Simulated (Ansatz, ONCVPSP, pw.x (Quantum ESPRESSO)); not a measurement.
pw.x on bcc La: one setting changed

Potential: optimised norm-conserving Vanderbilt (ONCV), ONCVPSP 4.0.1.1 (patched build), PBE; core [Kr], reference 4d10 5s2 5p6 5d1 6s1; waves: 5s+6s: rc 2.75 bohr, ncon 4, nbas 9, qcut 3.7 1/bohr, 2 projectors; 5p: rc 1.85 bohr, ncon 4, nbas 7, qcut 5.1 1/bohr, 2 projectors, debl 0.5 Ha; 4d+5d: rc 1.50 bohr, ncon 3, nbas 8, qcut 10.5 1/bohr, 2 projectors; f scattering state at 0.13 Ha: rc 1.78 bohr, ncon 3, nbas 6, qcut 5.3 1/bohr, 3 projectors, debl 1.7 Ha; local part: polynomial inside 1.40 bohr (lpopt 4, dvloc0 1 Ha); core correction: Teter function, parameters optimised by the program. In the p channel the program set the typed energies aside and used -1.036, 0.250 Ha. In the f channel the program set the typed energies aside and used -0.374, 1.326, 3.026 Ha.

The reference run (k-mesh 11³, cutoffs 115/460 Ry, Fermi–Dirac 0.01 Ry, mixing_beta 0.4, conv_thr 1e-9, no spin) gives 0.21 GPa at 37.811 Å³/atom, where all-electron LAPW gives 0.21 GPa. This run, with its own iteration cap, changes k-mesh points per axis to 3.

```
&control
  calculation='scf', prefix='x', pseudo_dir='./', outdir='./tmp', tstress=.true., disk_io='none'
/
&system
  ibrav=0, nat=1, ntyp=1, ecutwfc=115, ecutrho=460, nbnd=19,
  occupations='smearing', smearing='fd', degauss=0.01
/
&electrons
  conv_thr=1e-09, mixing_beta=0.4, electron_maxstep=60
/
ATOMIC_SPECIES
La 1.0 La.UPF
CELL_PARAMETERS angstrom
  -2.11439468 2.11439468 2.11439468
  2.11439468 -2.11439468 2.11439468
  2.11439468 2.11439468 -2.11439468
ATOMIC_POSITIONS crystal
La 0.0000 0.0000 0.0000
K_POINTS automatic
3 3 3 0 0 0
```

```bash
pw.x < La.scf.in > La.scf.out
```

Task: How does the run end?

Result: It converges in 10 iterations; the free energy moves by -166.6 meV/atom and the pressure by -4.77 GPa.

```
Message from routine setup:
     using ibrav=0 with symmetry is DISCOURAGED, use correct ibrav instead
     lattice parameter (alat)  =       6.9206  a.u.
     unit-cell volume          =     255.1613 (a.u.)^3
     number of electrons       =        21.00
     number of Kohn-Sham states=           19
     kinetic-energy cutoff     =     115.0000  Ry
     charge density cutoff     =     460.0000  Ry
     scf convergence threshold =      1.0E-09
     Exchange-correlation= PBE
     number of k points=     4  Fermi-Dirac smearing, width (Ry)=  0.0100
     iteration #  1     ecut=   115.00 Ry     beta= 0.40
     total energy              =    -409.54858639 Ry
     estimated scf accuracy    <       1.10350706 Ry
     iteration #  2     ecut=   115.00 Ry     beta= 0.40
     total energy              =    -409.59676072 Ry
     estimated scf accuracy    <       0.09866095 Ry
     iteration #  3     ecut=   115.00 Ry     beta= 0.40
     total energy              =    -409.62434652 Ry
     estimated scf accuracy    <       0.00074786 Ry
     iteration #  4     ecut=   115.00 Ry     beta= 0.40
     total energy              =    -409.62516247 Ry
     estimated scf accuracy    <       0.00009763 Ry
     iteration #  5     ecut=   115.00 Ry     beta= 0.40
     total energy              =    -409.62516499 Ry
     estimated scf accuracy    <       0.00003233 Ry
     iteration #  6     ecut=   115.00 Ry     beta= 0.40
     total energy              =    -409.62516307 Ry
     estimated scf accuracy    <       0.00000749 Ry
     iteration #  7     ecut=   115.00 Ry     beta= 0.40
     total energy              =    -409.62516317 Ry
     estimated scf accuracy    <       0.00000094 Ry
     iteration #  8     ecut=   115.00 Ry     beta= 0.40
     c_bands:  1 eigenvalues not converged
     total energy              =    -409.62516349 Ry
     estimated scf accuracy    <       0.00000004 Ry
     iteration #  9     ecut=   115.00 Ry     beta= 0.40
     total energy              =    -409.62516350 Ry
     estimated scf accuracy    <          9.8E-09 Ry
     iteration # 10     ecut=   115.00 Ry     beta= 0.40
     the Fermi energy is    12.6313 ev
!    total energy              =    -409.62516350 Ry
     estimated scf accuracy    <          2.8E-10 Ry
     smearing contrib. (-TS)   =      -0.00963359 Ry
     The total energy is F=E-TS. E is the sum of the following terms:
     one-electron contribution =    -236.79111091 Ry
     hartree contribution      =     109.23628686 Ry
     xc contribution           =     -81.22839523 Ry
     ewald contribution        =    -200.83231063 Ry
     convergence has been achieved in  10 iterations
          total   stress  (Ry/bohr**3)                   (kbar)     P=      -45.60
     Message from routine punch:
     Nothing written, as per user request (disk_io='none')
```

The run took about 14 s on one core of a shared host (Neoverse-N1, 64 threads, 124 GiB, load 58).
